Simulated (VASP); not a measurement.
## VASP 6.6.1, r²SCAN single-point calculation, SrO (strained rocksalt)

INCAR

```
IBRION = -1
LWAVE = .FALSE.
EDIFF = 1E-7
ISIF = 2
LASPH = .TRUE.
LELF = .TRUE.
METAGGA = R2SCAN
LREAL = .FALSE.
ISMEAR = 0
SIGMA = 0.01
NELM = 120
ENCUT = 520
LCHARG = .TRUE.
PREC = Accurate
NBANDS = 15
ALGO = Normal
NSW = 0
```

KPOINTS

```
KPOINTS created by Atomic Simulation Environment
0
Gamma
8 8 8
0 0 0
```

KPOINTS_OPT

```
special points
7
Reciprocal
0.0000000000 0.0000000000 0.0000000000 1
0.5000000000 0.0000000000 0.5000000000 1
0.6250000000 0.2500000000 0.6250000000 1
0.3750000000 0.3750000000 0.7500000000 1
0.5000000000 0.5000000000 0.5000000000 1
0.5000000000 0.2500000000 0.7500000000 1
0.0000000000 0.5000000000 0.5000000000 1
```

POSCAR

```
Sr O
 1.0000000000000000
     0.0573094069000000    2.5856038861999999    2.5856038861999999
     2.5856038861999999    0.0573094069000000    2.5856038861999999
     2.5856038861999999    2.5856038861999999    0.0573094069000000
 Sr  O
   1   1
Cartesian
  0.0000000000000000  0.0000000000000000  0.0000000000000000
  2.6142585896499999  2.6142585896499999  2.6142585896499999
```

VASP ran with the recommended PBE PAW datasets (16 valence electrons in the cell).

Command

```
mpirun -np 1 vasp_std
```

OSZICAR

```
N       E                     dE             d eps       ncg     rms          rms(c)
DAV:   1     0.483985807571E+02    0.48399E+02   -0.87049E+03  1950   0.107E+03
DAV:   2    -0.314082628442E+02   -0.79807E+02   -0.73028E+02  2639   0.225E+02
DAV:   3    -0.346550072881E+02   -0.32467E+01   -0.32240E+01  2646   0.405E+01
DAV:   4    -0.347130732723E+02   -0.58066E-01   -0.58061E-01  2211   0.546E+00
DAV:   5    -0.347145303106E+02   -0.14570E-02   -0.14570E-02  2518   0.683E-01    0.166E+01
DAV:   6    -0.268991800600E+02    0.78154E+01   -0.44791E+00  2755   0.171E+01    0.156E+01
DAV:   7    -0.270207041665E+02   -0.12152E+00   -0.18925E-01  1964   0.392E+00    0.884E+00
DAV:   8    -0.270388970095E+02   -0.18193E-01   -0.88588E-02  2006   0.313E+00    0.860E-01
DAV:   9    -0.270348895269E+02    0.40075E-02   -0.17198E-02  2489   0.125E+00    0.252E-01
DAV:  10    -0.270350218231E+02   -0.13230E-03   -0.15636E-03  2118   0.397E-01    0.128E-01
DAV:  11    -0.270352082244E+02   -0.18640E-03   -0.29262E-04  1978   0.171E-01    0.758E-02
DAV:  12    -0.270352048698E+02    0.33546E-05   -0.31223E-05  2517   0.478E-02    0.182E-02
DAV:  13    -0.270352028833E+02    0.19865E-05   -0.61756E-06  2454   0.247E-02    0.131E-02
DAV:  14    -0.270352026708E+02    0.21248E-06   -0.61314E-07  2356   0.727E-03    0.406E-03
DAV:  15    -0.270352025049E+02    0.16592E-06   -0.57890E-08  1101   0.221E-03    0.207E-03
DAV:  16    -0.270352024681E+02    0.36705E-07   -0.20646E-08  1066   0.127E-03
   1 F= -.27035202E+02 E0= -.27035202E+02  d E =-.104574-140
       N       E                     dE             ncg
DAV:   1     0.901819177575E+03   -0.43911E+04      210
DAV:   2     0.319870780308E+03   -0.58195E+03      295
DAV:   3     0.298251253147E+03   -0.21620E+02      297
DAV:   4     0.297930377647E+03   -0.32088E+00      248
DAV:   5     0.297928413907E+03   -0.19637E-02      287
DAV:   6     0.297928373789E+03   -0.40118E-04      225
DAV:   7     0.297928372841E+03   -0.94866E-06      256
DAV:   8     0.297928372816E+03   -0.24542E-07      176
```

From OUTCAR

```
k-points           NKPTS =     65   k-points in BZ     NKDIM =     65   number of bands    NBANDS=     15

   NELECT =      16.0000    total number of electrons

   dimension x,y,z NGX =    28 NGY =   28 NGZ =   28
   dimension x,y,z NGXF=    56 NGYF=   56 NGZF=   56

  energy-cutoff  :      520.00
  volume of cell :       33.42
      direct lattice vectors                 reciprocal lattice vectors
     0.057309407  2.585603886  2.585603886    -0.199929426  0.195594121  0.195594121
     2.585603886  0.057309407  2.585603886     0.195594121 -0.199929426  0.195594121
     2.585603886  2.585603886  0.057309407     0.195594121  0.195594121 -0.199929426

 k-points in reciprocal lattice and weights: KPOINTS created by Atomic Simulation Env
   0.00000000  0.00000000  0.00000000       0.002
   0.12500000  0.00000000  0.00000000       0.012
   0.25000000  0.00000000  0.00000000       0.012
   0.37500000  0.00000000 -0.00000000       0.012
   0.50000000  0.00000000  0.00000000       0.006
   0.12500000  0.12500000 -0.00000000       0.012
   0.25000000  0.12500000 -0.00000000       0.023
   0.37500000  0.12500000 -0.00000000       0.023
   ...

 E-fermi :   1.6294

 k-point     1 :       0.0000    0.0000    0.0000
  band No.  band energies     occupation
      1     -31.9985      2.00000
      2     -14.6240      2.00000
      3     -13.0130      2.00000
      4     -12.9960      2.00000
      5     -12.9960      2.00000
      6       1.3779      2.00000
      7       1.4523      2.00000
      8       1.4523      2.00000
      9       6.1953      0.00000
     10       7.9780      0.00000
     11       8.3659      0.00000
     12       8.3659      0.00000
     13      10.6094      0.00000
     14      10.6094      0.00000
     15      14.8191      0.00000

 k-point     2 :       0.1250    0.0000    0.0000
  band No.  band energies     occupation
      1     -31.9760      2.00000
      2     -14.9141      2.00000
      3     -13.0211      2.00000
      4     -13.0117      2.00000
      5     -12.7643      2.00000
      6       1.0094      2.00000
      7       1.1745      2.00000
      8       1.2559      2.00000
      9       6.8910      0.00000
     10       8.1109      0.00000
     11       8.3645      0.00000
     12       8.7005      0.00000
     13      11.0314      0.00000
     14      11.0315      0.00000
     15      15.9063      0.00000

 k-point     3 :       0.2500    0.0000    0.0000
  band No.  band energies     occupation
      1     -31.9209      2.00000
      2     -15.4390      2.00000
      3     -13.0489      2.00000
      4     -13.0455      2.00000
      5     -12.3757      2.00000
      6       0.1873      2.00000
      7       0.7128      2.00000
      8       0.8290      2.00000
      9       8.0371      0.00000
     10       8.4373      0.00000
     11       9.2384      0.00000
     12       9.6129      0.00000
     13      12.0843      0.00000
     14      12.0902      0.00000
     15      18.0536      0.00000

 k-point     4 :       0.3750    0.0000   -0.0000
  band No.  band energies     occupation
      1     -31.8650      2.00000
      2     -15.8553      2.00000
      3     -13.0855      2.00000
      4     -13.0692      2.00000
      5     -12.0959      2.00000
      6      -0.4789      2.00000
      7       0.3086      2.00000
      8       0.4528      2.00000
      9       8.3489      0.00000
     10       9.9813      0.00000
     11      10.3429      0.00000
     12      10.7325      0.00000
     13      13.3741      0.00000
     14      13.4110      0.00000
     15      18.1040      0.00000

 k-point     5 :       0.5000    0.0000    0.0000
  band No.  band energies     occupation
      1     -31.8415      2.00000
      2     -16.0100      2.00000
      3     -13.1004      2.00000
      4     -13.0788      2.00000
      5     -11.9977      2.00000
      6      -0.7275      2.00000
      7       0.1538      2.00000
      8       0.3086      2.00000
      9       8.6031      0.00000
     10      10.6672      0.00000
     11      10.8660      0.00000
     12      11.2765      0.00000
     13      14.2389      0.00000
     14      14.3017      0.00000
     15      17.5911      0.00000

 k-point     6 :       0.1250    0.1250   -0.0000
  band No.  band energies     occupation
      1     -31.9697      2.00000
      2     -14.9495      2.00000
      3     -13.0662      2.00000
      4     -13.0509      2.00000
      5     -12.6880      2.00000
      6       0.6742      2.00000
      7       1.3344      2.00000
      8       1.3854      2.00000
      9       6.9426      0.00000
     10       7.5273      0.00000
     11       8.8044      0.00000
     12       9.0402      0.00000
     13      10.8288      0.00000
     14      11.4599      0.00000
     15      16.1703      0.00000

 k-point     7 :       0.2500    0.1250   -0.0000
  band No.  band energies     occupation
      1     -31.9265      2.00000
      2     -15.2878      2.00000
      3     -13.1196      2.00000
      4     -13.0888      2.00000
      5     -12.4713      2.00000
      6       0.1813      2.00000
      7       1.0452      2.00000
      8       1.1232      2.00000
      9       7.2283      0.00000
     10       8.0086      0.00000
     11       9.5886      0.00000
     12       9.8328      0.00000
     13      11.4472      0.00000
     14      12.3478      0.00000
     15      17.9753      0.00000

 k-point     8 :       0.3750    0.1250   -0.0000
  band No.  band energies     occupation
      1     -31.8712      2.00000
      2     -15.6633      2.00000
      3     -13.1521      2.00000
      4     -13.1357      2.00000
      5     -12.2761      2.00000
      6      -0.1912      2.00000
      7       0.5438      2.00000
      8       0.7130      2.00000
      9       7.6606      0.00000
     10       9.2202      0.00000
     11      10.5596      0.00000
     12      10.8976      0.00000
     13      12.7176      0.00000
     14      13.3158      0.00000
     15      18.2753      0.00000

 k-point     9 :       0.5000    0.1250    0.0000
  band No.  band energies     occupation
      1     -31.8361      2.00000
      2     -15.8788      2.00000
      3     -13.2093      2.00000
      4     -13.1288      2.00000
      5     -12.1623      2.00000
      6      -0.4460      2.00000
      7       0.3134      2.00000
      8       0.4262      2.00000
      9       8.4430      0.00000
     10       9.5763      0.00000
     11      11.1575      0.00000
     12      11.7934      0.00000
     13      13.9862      0.00000
     14      14.3140      0.00000
     15      16.8858      0.00000

 k-point    10 :      -0.3750    0.1250   -0.0000
  band No.  band energies     occupation
      1     -31.8427      2.00000
      2     -15.8488      2.00000
      3     -13.2424      2.00000
      4     -13.0827      2.00000
      5     -12.1581      2.00000
      6      -0.4638      2.00000
      7       0.2424      2.00000
      8       0.5946      2.00000
      9       8.3831      0.00000
     10       9.6775      0.00000
     11      10.6072      0.00000
     12      11.5545      0.00000
     13      13.8341      0.00000
     14      14.1860      0.00000
     15      17.1392      0.00000

 k-point    11 :      -0.2500    0.1250    0.0000
  band No.  band energies     occupation
      1     -31.8868      2.00000
      2     -15.5882      2.00000
      3     -13.2120      2.00000
      4     -13.0311      2.00000
      5     -12.2847      2.00000
      6      -0.1440      2.00000
      7       0.4168      2.00000
      8       0.9837      2.00000
      9       7.8534      0.00000
     10       8.9547      0.00000
     11       9.5363      0.00000
     12      10.7227      0.00000
     13      12.5700      0.00000
     14      12.9461      0.00000
     15      18.7527      0.00000

 k-point    12 :      -0.1250    0.1250    0.0000
  band No.  band energies     occupation
      1     -31.9419      2.00000
      2     -15.2075      2.00000
      3     -13.1177      2.00000
      4     -13.0044      2.00000
      5     -12.5301      2.00000
      6       0.4390      2.00000
      7       0.7972      2.00000
      8       1.2810      2.00000
      9       7.7048      0.00000
     10       7.7909      0.00000
     11       8.6785      0.00000
     12       9.6309      0.00000
     13      11.3964      0.00000
     14      11.8821      0.00000
     15      17.3810      0.00000

 k-point    13 :       0.2500    0.2500   -0.0000
  band No.  band energies     occupation
      1     -31.9005      2.00000
      2     -15.2511      2.00000
      3     -13.2085      2.00000
      4     -13.1821      2.00000
      5     -12.6139      2.00000
      6       0.0831      2.00000
      7       1.2610      2.00000
      8       1.3159      2.00000
      9       6.3133      0.00000
     10       8.2334      0.00000
     11      10.4982      0.00000
     12      10.7007      0.00000
     13      11.4138      0.00000
     14      12.7612      0.00000
     15      19.1654      0.00000

 ...

  Total        0.6759796      0.6759796      0.6759796     -0.2728414     -0.2728414     -0.2728414
  in kB       32.4048738     32.4048738     32.4048738    -13.0793741    -13.0793741    -13.0793741
  external PRESSURE =      32.4048738 kB  Pullay stress =       0.0000000 kB

 POSITION                                       TOTAL-FORCE (eV/Angst)
 -----------------------------------------------------------------------------------
      0.00000      0.00000      0.00000         0.000000     -0.000000      0.000000
      2.61426      2.61426      2.61426        -0.000000      0.000000     -0.000000
 -----------------------------------------------------------------------------------
    total drift:                                0.000000      0.000000      0.000000

  FREE ENERGIE OF THE ION-ELECTRON SYSTEM (eV)
  ---------------------------------------------------
  free  energy   TOTEN  =       -27.0352024681 eV

  energy  without entropy=      -27.0352024681  energy(sigma->0) =      -27.03520247
```

* gap between bands v and c: 3.70 eV
* least direct gap: 3.77 eV
* pressure: 3.2 GPa

Band v is the last that the valence electrons fill when counted band by band, and c is the next.

The run took about 1.9 min on one core of a shared host (Intel Xeon Platinum 8488C) and held 0.2 GiB at most.
